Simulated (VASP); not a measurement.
# Ta (Im-3m) in VASP: elastic constants with r2SCAN

Aim: the elastic constants of Ta with r2SCAN.

Everything below comes from runs of VASP 6.6.1. Logs are shortened: lines on timing, memory, paths and dates and some standing lists are left out, and cuts for length are marked.

**1. Starting point**

The structure is cubic, space group Im-3m (No. 229). Conventional cell: a = 3.303 Å, b = 3.303 Å, c = 3.303 Å, α = 90.00°, β = 90.00°, γ = 90.00°. Ta (site symmetry m-3m) is surrounded by 8 Ta at 2.86 Å.

**2. Elastic constants, r2SCAN**

Contents of POSCAR:

```
Ta
1.0
   -1.6512800000      1.6512800000      1.6512800000
    1.6512800000     -1.6512800000      1.6512800000
    1.6512800000      1.6512800000     -1.6512800000
Ta
1
Direct
    0.0000000000      0.0000000000      0.0000000000
```

Contents of INCAR.step1:

```
SYSTEM = Ta
PREC = Accurate
ENCUT = 600
EDIFF = 1E-8
ISMEAR = 1
SIGMA = 0.1
LREAL = .False.
LASPH = .True.
NELM = 100
ALGO = Normal
ISIF = 3
LWAVE = .False.
LCHARG = .False.
METAGGA = R2SCAN
LMIXTAU = .True.
IBRION = 2
NSW = 40
EDIFFG = -0.002
```

Contents of INCAR.step2:

```
SYSTEM = Ta
PREC = Accurate
ENCUT = 600
EDIFF = 1E-8
ISMEAR = 1
SIGMA = 0.1
LREAL = .False.
LASPH = .True.
NELM = 100
ALGO = Normal
ISIF = 3
LWAVE = .False.
LCHARG = .False.
METAGGA = R2SCAN
LMIXTAU = .True.
IBRION = 6
NFREE = 2
POTIM = 0.015
NSW = 1
```

Contents of KPOINTS:

```
regular mesh
0
Gamma
  8 8 8
  0 0 0
```

Potentials or basis: VASP PAW PBE potentials, release 64 (Ta_pv).

Started as:

```
$ cat potpaw_PBE.64/Ta_pv/POTCAR > POTCAR
$ cp INCAR.step1 INCAR
$ mpirun -np 1 vasp_std > vasp.out
$ cp CONTCAR POSCAR
$ cp INCAR.step2 INCAR
$ mpirun -np 1 vasp_std > vasp.out
```

OUTCAR:

```text
SYSTEM = Ta
   PREC = Accurate
   ENCUT = 600
   EDIFF = 1E-8
   ISMEAR = 1
   LREAL = .False.
   LASPH = .True.
   NELM = 100
   ISIF = 3
   METAGGA = R2SCAN
   IBRION = 6
   NFREE = 2
   POTIM = 0.015
   NSW = 1

 ion  position               nearest neighbor table
   1  0.000  0.000  0.000-

  LATTYP: Found a body centered cubic cell.
 ALAT       =     3.2936345902

  Lattice vectors:

 A1 = (  -1.6468172951,   1.6468172951,   1.6468172951)
 A2 = (   1.6468172951,  -1.6468172951,   1.6468172951)
 A3 = (   1.6468172951,   1.6468172951,  -1.6468172951)

Analysis of symmetry for initial positions (statically):
=====================================================================
 Subroutine PRICEL returns:
 Original cell was already a primitive cell.

 Routine SETGRP: Setting up the symmetry group for a
 body centered cubic supercell.

 Subroutine GETGRP returns: Found 48 space group operations
 (whereof 48 operations were pure point group operations)
 out of a pool of 48 trial point group operations.

The static configuration has the point symmetry O_h .

Analysis of symmetry for dynamics (positions and initial velocities):
=====================================================================
 Subroutine PRICEL returns:
 Original cell was already a primitive cell.

 Routine SETGRP: Setting up the symmetry group for a
 body centered cubic supercell.

 Subroutine GETGRP returns: Found 48 space group operations
 (whereof 48 operations were pure point group operations)
 out of a pool of 48 trial point group operations.

The dynamic configuration has the point symmetry O_h .

 Subroutine INISYM returns: Found 48 space group operations
 (whereof 48 operations are pure point group operations),
 and found     1 'primitive' translations

----------------------------------------------------------------------------------------

                                     Primitive cell

[... 329 lines left out ...]
 cond. band min:       5.4526207464   @ k =   0.5000   0.5000   0.1250
 fundamental gap:      0.1301774216
 Fermi energy:         5.4188360265

 k-point     1 :       0.0000    0.0000    0.0000
  band No.  band energies     occupation
      1     -28.7595      2.00000
      2     -28.7595      2.00000
      3     -28.7595      2.00000
      4      -2.9702      2.00000
      5       6.2466     -0.00000
      6       6.2466     -0.00000
      7       6.2466     -0.00000
      8       9.7663      0.00000
      9       9.7663      0.00000
[... 265 lines left out ...]
 k-point    24 :      -0.3750    0.3750    0.2500
  band No.  band energies     occupation
      1     -29.7084      2.00000
      2     -29.3451      2.00000
      3     -29.2310      2.00000
      4       2.3986      2.00000
      5       3.3294      2.00000
      6       6.7609     -0.00000
      7       7.5043      0.00000
      8      11.1412      0.00000
      9      11.3490      0.00000

 [... further k-points ...]
[... 5 lines left out ...]
  --------------------------------------------------------------------------------------
  -------------------------------------------------------------------------------------
  Total       -0.0002703     -0.0002703     -0.0002703      0.0000000      0.0000000     -0.0000000
  in kB       -0.0242415     -0.0242415     -0.0242415      0.0000000      0.0000000     -0.0000000
  external PRESSURE =      -0.0242415 kB  Pullay stress =       0.0000000 kB
[... 16 lines left out ...]
  FREE ENERGIE OF THE ION-ELECTRON SYSTEM (eV)
  ---------------------------------------------------
  free  energy   TOTEN  =       -48.5939371296 eV

  energy  without entropy=      -48.5958087349  energy(sigma->0) =      -48.59456100

 INTERNAL STRAIN TENSORS FROM STRAINED CELLS
 ============================================

 INTERNAL STRAIN TENSOR FOR ION    1 for displacements in x,y,z  (eV/Angst):
          X           Y           Z          XY          YZ          ZX
  --------------------------------------------------------------------------------
  x     0.00000    -0.00000    -0.00000    -0.00000     0.00000    -0.00000
  y    -0.00000     0.00000    -0.00000     0.00000     0.00000     0.00000
  z     0.00000     0.00000    -0.00000    -0.00000     0.00000    -0.00000

 INTERNAL STRAIN TENSORS FROM DISPLACED ATOMS
 ============================================

 INTERNAL STRAIN TENSOR FOR ION    1 for displacements in x,y,z  (eV/Angst):
          X           Y           Z          XY          YZ          ZX
  --------------------------------------------------------------------------------
  x     0.00000     0.00000     0.00000     0.00000     0.00000     0.00000
  y     0.00000     0.00000     0.00000     0.00000     0.00000     0.00000
  z     0.00000     0.00000     0.00000     0.00000     0.00000     0.00000

 Eigenvectors and eigenvalues of the dynamical matrix
 ----------------------------------------------------

   1 f  =    0.000000 THz     0.000000 2PiTHz    0.000000 cm-1     0.000000 meV
             X         Y         Z           dx          dy          dz
      0.000000  0.000000  0.000000     0.730980   -0.682399    0.000000

   2 f  =    0.000000 THz     0.000000 2PiTHz    0.000000 cm-1     0.000000 meV
             X         Y         Z           dx          dy          dz
      0.000000  0.000000  0.000000    -0.682399   -0.730980    0.000000

   3 f  =    0.000000 THz     0.000000 2PiTHz    0.000000 cm-1     0.000000 meV
             X         Y         Z           dx          dy          dz
      0.000000  0.000000  0.000000     0.000000    0.000000    1.000000

--------------------------------------------------------------------------------------------------------

 ELASTIC MODULI CONTR FROM IONIC RELAXATION (kBar)
 Direction    XX          YY          ZZ          XY          YZ          ZX
 --------------------------------------------------------------------------------
 XX           0.0000      0.0000      0.0000      0.0000      0.0000      0.0000
 YY           0.0000      0.0000      0.0000      0.0000      0.0000      0.0000
 ZZ           0.0000      0.0000      0.0000      0.0000      0.0000      0.0000
 XY           0.0000      0.0000      0.0000      0.0000      0.0000      0.0000
 YZ           0.0000      0.0000      0.0000      0.0000      0.0000      0.0000
 ZX           0.0000      0.0000      0.0000      0.0000      0.0000      0.0000
 --------------------------------------------------------------------------------

 TOTAL ELASTIC MODULI (kBar)
 Direction    XX          YY          ZZ          XY          YZ          ZX
 --------------------------------------------------------------------------------
 XX        3071.0538   1615.0191   1615.0191      0.0000     -0.0000      0.0000
 YY        1615.0191   3071.0538   1615.0191      0.0000      0.0000     -0.0000
 ZZ        1615.0191   1615.0191   3071.0538     -0.0000     -0.0000      0.0000
 XY           0.0000      0.0000     -0.0000   1215.6496      0.0000     -0.0000
 YZ          -0.0000      0.0000     -0.0000      0.0000   1215.6496      0.0000
 ZX           0.0000     -0.0000      0.0000     -0.0000      0.0000   1215.6496
 --------------------------------------------------------------------------------
```

OUTCAR.step1:

```text
SYSTEM = Ta
   PREC = Accurate
   ENCUT = 600
   EDIFF = 1E-8
   ISMEAR = 1
   LREAL = .False.
   LASPH = .True.
   NELM = 100
[... 575 lines left out ...]
  -------------------------------------------------------------------------------------
  Total       -0.0002859     -0.0002859     -0.0002859      0.0000000      0.0000000      0.0000000
  in kB       -0.0256426     -0.0256426     -0.0256426      0.0000000      0.0000000      0.0000000
  external PRESSURE =      -0.0256426 kB  Pullay stress =       0.0000000 kB
[... 16 lines left out ...]
  FREE ENERGIE OF THE ION-ELECTRON SYSTEM (eV)
  ---------------------------------------------------
  free  energy   TOTEN  =       -48.5939763983 eV

  energy  without entropy=      -48.5958483129  energy(sigma->0) =      -48.59460037

 reached required accuracy - stopping structural energy minimisation
```

OSZICAR.step1:

```text
N       E                     dE             d eps       ncg     rms          rms(c)
DAV:   1     0.127921501312E+02    0.12792E+02   -0.72568E+03   522   0.135E+03
DAV:   2    -0.510357330911E+02   -0.63828E+02   -0.62806E+02   653   0.265E+02
DAV:   3    -0.518986203786E+02   -0.86289E+00   -0.82863E+00   645   0.304E+01
[... 47 lines left out ...]
DAV:  10    -0.485939763764E+02    0.54292E-06   -0.28381E-08   582   0.296E-03    0.237E-04
DAV:  11    -0.485939764902E+02   -0.11382E-06   -0.14356E-09   264   0.511E-04    0.666E-05
DAV:  12    -0.485939763652E+02    0.12506E-06   -0.84975E-10   264   0.445E-04    0.942E-05
DAV:  13    -0.485939764034E+02   -0.38241E-07   -0.12235E-10   264   0.202E-04    0.287E-05
DAV:  14    -0.485939763983E+02    0.51298E-08   -0.17431E-11   264   0.628E-05
   3 F= -.48593976E+02 E0= -.48594600E+02  d E =-.794042E-03
```

Run time: 6.3 min. Hardware: 1 thread of Intel Xeon 6975P-C (Granite Rapids), shared host; peak memory 0.2 GiB.

Results:

| Property | Result |
| --- | --- |
| Relaxed volume | 17.86 Å³/atom |
| Relaxed cell | a = 2.852 Å, b = 2.852 Å, c = 2.852 Å, α = 109.47°, β = 109.47°, γ = 109.47° |
| Space group after relaxing (to 0.05 Å) | Im-3m (No. 229) |
| Elastic constants C11, C12, C44 | 307, 162, 122 GPa |
| Voigt bulk modulus | 210 GPa |

Step by step:
```csv
step,energy change (eV),largest force (eV/Å),pressure (GPa),volume (Å³)
1,0.0000,0.0000,-1.71,18.01
2,0.0039,0.0000,4.39,17.51
3,-0.0008,0.0000,0.00,17.86
```

Final structure:
```
Ta
1.0
    -1.64682    1.64682    1.64682
     1.64682   -1.64682    1.64682
     1.64682    1.64682   -1.64682
Ta
1
Direct
  0.00000 0.00000 0.00000
```

Elastic tensor in Voigt notation (GPa, in the Cartesian axes of the cell as first typed):
```
307 162 162   0   0   0
162 307 162   0   0   0
162 162 307   0   0   0
  0   0   0 122   0   0
  0   0   0   0 122   0
  0   0   0   0   0 122
```

Clamped-ion elastic tensor (GPa):
```
307 162 162   0   0   0
162 307 162   0   0   0
162 162 307   0   0   0
  0   0   0 122   0   0
  0   0   0   0 122   0
  0   0   0   0   0 122
```

Caveat: the PAW data sets were made with another functional, which shifts forces and pressure a little. The run has no spin-orbit coupling, so splittings on Ta are missing.
